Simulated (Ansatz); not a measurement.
# Titanium, dhcp under r²SCAN: structure, energy and stiffness, part 2 of 2

Aim: take titanium in the dhcp structure, relax it, solve it on a dense k-mesh, then scale the cell to 7 volumes from 88 to 112 % of the relaxed one and try a fit of the equation of state. Spin polarisation is left out. The k-meshes are 12×12×4 for the relaxation; 16×16×5 for the dense run; 14×14×4 for the volumes.

Ansatz 0.2.0; DFT, r2SCAN, plane waves (500 eV) with PAW, scalar-relativistic. The steps go on from the part before.

### Step 6. Equation of state: 96 %

input.yaml reads:

```yaml
crystal:
  lattice:
    - [2.8914507106, 0.0, 0.0]
    - [-1.4457253553, 2.5040697691, 0.0]
    - [0.0, 0.0, 9.2443617825]
  atoms:
    - { symbol: Ti, position: [0.0, 0.0, 0.0] }
    - { symbol: Ti, position: [1.0, 0.0, 0.5] }
    - { symbol: Ti, position: [0.3333333333, 0.6666666667, 0.25] }
    - { symbol: Ti, position: [0.6666666667, 0.3333333333, 0.75] }
hamiltonian:
  xc: r2scan
  pseudopotentials:
    kind: paw
    azcp:
      Ti: "pseudopotentials/Ti.paw.azcp"
basis:
  ecutwfc: 500
  fft_grid_basis: typed
kpoints:
  mp_grid: { grid: [14, 14, 4], shift: [0, 0, 0] }
magnetization:
  spin_polarized: false
scf:
  occupations: { method: fermi_dirac, width: 0.1 }
  lower_state_search: "off"
output:
  stress: true
```

On the command line:

```sh
ansatz run input.yaml --threads 1 --pin off --max-ram 3584MiB --backend cpu --events-out ev --progress --plain --runs-dir out
```

Log (excerpt; [...] marks lines left out):

```text
[...]
Pseudopotentials: kind: paw
Pseudopotential: Ti, paw, valence charge 12, recommended cutoff 500 eV (meta_gga), <dir>
Functional definition: r2SCAN
[...]
Crystal: 4 atoms, lattice volume = 66.933 Å³
Basis set: ecut = 500 eV, 1689 PW (Γ), exchange–correlation on 96×96×288 points (64 copies of the dense FFT grid, shifted against one another)
Bands: 29, of which v1, the nominal top of the filled ones, is band 24 counted from 1 (23 counted from 0)
Symmetry: 24 space group operations
Space group: P63/mmc (ITA 194), of the structure as read, at distance tolerance 4.1e-5 Å
k-points: 72 of 784
[...]
SCF iter   1: F=-10017.224220 eV  HF=-10017.242544 eV  |F-HF|=1.83e-2  |Δ(HF+E_count)|=         —  Δρ=1.66e-2  dr2=1.86e-1  dr2_τ=3.66e-2  ethr=1.77e-3  ⟨swp⟩=4.3  Hψ=8457  notcnv=0
[...]
SCF iter   8: F=-10017.338531 eV  HF=-10017.338531 eV  |F-HF|=2.12e-9  |Δ(HF+E_count)|=   3.87e-8  Δρ=3.00e-6  dr2=7.89e-9  dr2_τ=1.64e-10  ethr=2.08e-10  ⟨swp⟩=3.6  Hψ=6052  notcnv=0
[...]
SCF converged after 8 iterations
Free energy (F): -10017.338531 eV
[...]
E sigma→0 (E₀):  -10017.252088 eV
Entropy (-TS):   -0.172885 eV (-43.221 meV/atom)
Fermi energy:    13.907525 eV
[...]
--- Stress (GPa, compression-positive) ---
        5.122428      -0.000000       0.000000
       -0.000000       5.122428       0.000000
        0.000000       0.000000       4.952524
  P = ⅓ Tr σ = 5.0658 GPa (50.658 kbar)
```

It took 32 s on 1 thread of Intel Xeon Platinum 8259CL at 2.50GHz (Skylake/Cascade Lake), shared host; peak memory 0.78 GiB.

### Step 7. Equation of state: 100 %

input.yaml, as its differences from that of step 6:

```diff
@@ -2,5 +2,5 @@
   lattice:
-    - [2.8914507106, 0.0, 0.0]
-    - [-1.4457253553, 2.5040697691, 0.0]
-    - [0.0, 0.0, 9.2443617825]
+    - [2.931064547, 0.0, 0.0]
+    - [-1.4655322735, 2.5383763578, 0.0]
+    - [0.0, 0.0, 9.3710126135]
   atoms:
```

On the command line:

```sh
ansatz run input.yaml --threads 1 --pin off --max-ram 3584MiB --backend cpu --events-out ev --progress --plain --runs-dir out
```

Log (excerpt; [...] marks lines left out):

```text
[...]
[... 3 set-up lines as earlier in the session ...]
[...]
Crystal: 4 atoms, lattice volume = 69.722 Å³
Basis set: ecut = 500 eV, 1799 PW (Γ), exchange–correlation on 96×96×288 points (64 copies of the dense FFT grid, shifted against one another)
Bands: 29, of which v1, the nominal top of the filled ones, is band 24 counted from 1 (23 counted from 0)
[... 2 set-up lines as earlier in the session ...]
k-points: 72 of 784
[...]
SCF iter   1: F=-10017.251231 eV  HF=-10017.311141 eV  |F-HF|=5.99e-2  |Δ(HF+E_count)|=         —  Δρ=1.70e-2  dr2=2.12e-1  dr2_τ=3.21e-2  ethr=1.77e-3  ⟨swp⟩=4.3  Hψ=8433  notcnv=0
[...]
SCF iter   8: F=-10017.381400 eV  HF=-10017.381400 eV  |F-HF|=5.96e-9  |Δ(HF+E_count)|=   4.64e-8  Δρ=3.63e-6  dr2=1.34e-8  dr2_τ=2.99e-10  ethr=2.08e-10  ⟨swp⟩=3.9  Hψ=6254  notcnv=0
[...]
SCF converged after 8 iterations
Free energy (F): -10017.381400 eV
[...]
E sigma→0 (E₀):  -10017.292483 eV
Entropy (-TS):   -0.177834 eV (-44.458 meV/atom)
Fermi energy:    13.254861 eV
[...]
--- Stress (GPa, compression-positive) ---
        0.005260       0.000000       0.000000
        0.000000       0.005260       0.000000
        0.000000       0.000000       0.009105
  P = ⅓ Tr σ = 0.0065 GPa (0.065 kbar)
```

Wall time 33 s (1 thread of Intel Xeon Platinum 8259CL at 2.50GHz (Skylake/Cascade Lake), shared host); peak memory 0.77 GiB.

### Step 8. Equation of state: 104 %

input.yaml, as its differences from that of step 7:

```diff
@@ -2,5 +2,5 @@
   lattice:
-    - [2.931064547, 0.0, 0.0]
-    - [-1.4655322735, 2.5383763578, 0.0]
-    - [0.0, 0.0, 9.3710126135]
+    - [2.969635609, 0.0, 0.0]
+    - [-1.4848178045, 2.5717798774, 0.0]
+    - [0.0, 0.0, 9.4943295527]
   atoms:
@@ -28 +28,5 @@
   stress: true
+  write_density: true
+  write_potential: true
+  elf: true
+  volumetric_format: npy
```

On the command line:

```sh
ansatz run input.yaml --threads 1 --pin off --max-ram 3584MiB --backend cpu --events-out ev --progress --plain --runs-dir out
```

Log (excerpt; [...] marks lines left out):

```text
[...]
[... 3 set-up lines as earlier in the session ...]
[...]
Crystal: 4 atoms, lattice volume = 72.511 Å³
Basis set: ecut = 500 eV, 1895 PW (Γ), exchange–correlation on 96×96×288 points (64 copies of the dense FFT grid, shifted against one another)
Bands: 29, of which v1, the nominal top of the filled ones, is band 24 counted from 1 (23 counted from 0)
[... 1 set-up line as earlier in the session ...]
Space group: P63/mmc (ITA 194), of the structure as read, at distance tolerance 4.2e-5 Å
k-points: 72 of 784
[...]
SCF iter   1: F=-10017.199549 eV  HF=-10017.295893 eV  |F-HF|=9.63e-2  |Δ(HF+E_count)|=         —  Δρ=1.74e-2  dr2=2.35e-1  dr2_τ=2.91e-2  ethr=1.77e-3  ⟨swp⟩=4.3  Hψ=8447  notcnv=0
[...]
SCF iter   8: F=-10017.343539 eV  HF=-10017.343539 eV  |F-HF|=9.22e-10  |Δ(HF+E_count)|=   6.26e-8  Δρ=3.50e-6  dr2=9.05e-9  dr2_τ=2.86e-10  ethr=2.08e-10  ⟨swp⟩=7.3  Hψ=11461  notcnv=0
[...]
SCF converged after 8 iterations
Free energy (F): -10017.343539 eV
[...]
E sigma→0 (E₀):  -10017.251698 eV
Entropy (-TS):   -0.183683 eV (-45.921 meV/atom)
Fermi energy:    12.649963 eV
[...]
--- Stress (GPa, compression-positive) ---
       -4.286219       0.000000       0.000000
        0.000000      -4.286219      -0.000000
        0.000000      -0.000000      -4.119260
  P = ⅓ Tr σ = -4.2306 GPa (-42.306 kbar)
--- Band table (eV; the first three rows and the last of 72) ---
[...]
```

Run time: 36 s. Hardware: 1 thread of Intel Xeon Platinum 8259CL at 2.50GHz (Skylake/Cascade Lake), shared host; peak memory 0.78 GiB.

### Step 9. Equation of state: 108 %

input.yaml, as its differences from that of step 8:

```diff
@@ -2,5 +2,5 @@
   lattice:
-    - [2.969635609, 0.0, 0.0]
-    - [-1.4848178045, 2.5717798774, 0.0]
-    - [0.0, 0.0, 9.4943295527]
+    - [3.0072299241, 0.0, 0.0]
+    - [-1.503614962, 2.6043375093, 0.0]
+    - [0.0, 0.0, 9.6145236991]
   atoms:
@@ -28,5 +28 @@
   stress: true
-  write_density: true
-  write_potential: true
-  elf: true
-  volumetric_format: npy
```

On the command line:

```sh
ansatz run input.yaml --threads 1 --pin off --max-ram 3584MiB --backend cpu --events-out ev --progress --plain --runs-dir out
```

Log (excerpt; [...] marks lines left out):

```text
[...]
[... 3 set-up lines as earlier in the session ...]
[...]
Crystal: 4 atoms, lattice volume = 75.299 Å³
Basis set: ecut = 500 eV, 1931 PW (Γ), exchange–correlation on 96×96×288 points (64 copies of the dense FFT grid, shifted against one another)
Bands: 29, of which v1, the nominal top of the filled ones, is band 24 counted from 1 (23 counted from 0)
[... 2 set-up lines as earlier in the session ...]
k-points: 72 of 784
[...]
SCF iter   1: F=-10017.084637 eV  HF=-10017.210293 eV  |F-HF|=1.26e-1  |Δ(HF+E_count)|=         —  Δρ=1.78e-2  dr2=2.54e-1  dr2_τ=2.72e-2  ethr=1.77e-3  ⟨swp⟩=4.3  Hψ=8445  notcnv=0
[...]
SCF iter   8: F=-10017.238163 eV  HF=-10017.238163 eV  |F-HF|=8.82e-10  |Δ(HF+E_count)|=   7.78e-8  Δρ=3.43e-6  dr2=7.39e-9  dr2_τ=2.82e-10  ethr=2.08e-10  ⟨swp⟩=4.0  Hψ=6542  notcnv=0
[...]
SCF converged after 8 iterations
Free energy (F): -10017.238163 eV
[...]
E sigma→0 (E₀):  -10017.143080 eV
Entropy (-TS):   -0.190166 eV (-47.541 meV/atom)
Fermi energy:    12.087533 eV
[...]
--- Stress (GPa, compression-positive) ---
       -7.872048       0.000000      -0.000000
        0.000000      -7.872048      -0.000000
       -0.000000      -0.000000      -7.566599
  P = ⅓ Tr σ = -7.7702 GPa (-77.702 kbar)
```

Wall time 29 s (1 thread of Intel Xeon Platinum 8259CL at 2.50GHz (Skylake/Cascade Lake), shared host); peak memory 0.79 GiB.

### Step 10. Equation of state: 112 %

input.yaml, as its differences from that of step 9:

```diff
@@ -2,5 +2,5 @@
   lattice:
-    - [3.0072299241, 0.0, 0.0]
-    - [-1.503614962, 2.6043375093, 0.0]
-    - [0.0, 0.0, 9.6145236991]
+    - [3.0439070745, 0.0, 0.0]
+    - [-1.5219535372, 2.6361008533, 0.0]
+    - [0.0, 0.0, 9.7317855448]
   atoms:
```

On the command line:

```sh
ansatz run input.yaml --threads 1 --pin off --max-ram 3584MiB --backend cpu --events-out ev --progress --plain --runs-dir out
```

Log (excerpt; [...] marks lines left out):

```text
[...]
[... 3 set-up lines as earlier in the session ...]
[...]
Crystal: 4 atoms, lattice volume = 78.088 Å³
Basis set: ecut = 500 eV, 2003 PW (Γ), exchange–correlation on 96×96×288 points (64 copies of the dense FFT grid, shifted against one another)
Bands: 29, of which v1, the nominal top of the filled ones, is band 24 counted from 1 (23 counted from 0)
[... 1 set-up line as earlier in the session ...]
Space group: P63/mmc (ITA 194), of the structure as read, at distance tolerance 4.3e-5 Å
k-points: 72 of 784
[...]
SCF iter   1: F=-10016.915326 eV  HF=-10017.066583 eV  |F-HF|=1.51e-1  |Δ(HF+E_count)|=         —  Δρ=1.82e-2  dr2=2.73e-1  dr2_τ=2.61e-2  ethr=1.77e-3  ⟨swp⟩=4.3  Hψ=8434  notcnv=0
[...]
SCF iter   8: F=-10017.076464 eV  HF=-10017.076464 eV  |F-HF|=3.77e-10  |Δ(HF+E_count)|=   8.37e-8  Δρ=3.40e-6  dr2=7.72e-9  dr2_τ=2.91e-10  ethr=2.08e-10  ⟨swp⟩=4.0  Hψ=6603  notcnv=0
[...]
SCF converged after 8 iterations
Free energy (F): -10017.076464 eV
[...]
E sigma→0 (E₀):  -10016.977919 eV
Entropy (-TS):   -0.197091 eV (-49.273 meV/atom)
Fermi energy:    11.563165 eV
[...]
--- Stress (GPa, compression-positive) ---
      -10.855698       0.000000       0.000000
        0.000000     -10.855698       0.000000
        0.000000       0.000000     -10.443520
  P = ⅓ Tr σ = -10.7183 GPa (-107.183 kbar)
```

It took 30 s on 1 thread of Intel Xeon Platinum 8259CL at 2.50GHz (Skylake/Cascade Lake), shared host; peak memory 0.79 GiB.

### Step 11. The equation of state

All volumes keep the relaxed shape and fractional coordinates.

```csv
V (Å³/atom),E − E₀ (meV/atom),P from the stress (GPa),P from the fit (GPa)
15.339,107.4,18.25,18.24
16.036,44.4,11.09,10.99
16.733,10.1,5.07,4.93
17.430,0.0,0.01,-0.14
18.128,10.2,-4.23,-4.40
18.825,37.3,-7.77,-7.96
19.522,78.6,-10.72,-10.96
```

A third-order Birch-Murnaghan fit gives V₀ = 17.409 Å³/atom, B₀ = 116 GPa and B₀′ = 3.4; it misses no point by more than 0.05 meV/atom.

The fit is made to E(σ → 0), while the stress belongs to the free energy F; that is one source of the offset between the two pressures.

### Step 12. What came out

What follows sums up all 2 parts.

| quantity | value |
| --- | --- |
| space group (spins left aside) | P6_3/mmc (No. 194) |
| conventional cell | a = 2.931 Å, c = 9.371 Å (c/a = 3.197) |
| volume | 17.430 Å³/atom |
| shortest distance | 2.890 Å |
| gap on the mesh | none (levels filled in part) |
| relative to hcp | +47 meV/atom |
| highest ELF outside the cores | 0.78, 2.04 Å from the nearest atom |
| V₀, B₀, B₀′ | 17.409 Å³/atom, 116 GPa, 3.4 |

The relaxation shrank the cell by 1.3 % in volume. Against the reference form of titanium (hcp, computed apart with the same settings) it stands 47 meV/atom higher. Levels at the Fermi energy are filled in part, as in a metal. B₀ comes out at 116 GPa; letting shape and positions relax at each volume could only lower it. The symmetry was held, so the structure may be unstable against distortions that break it.
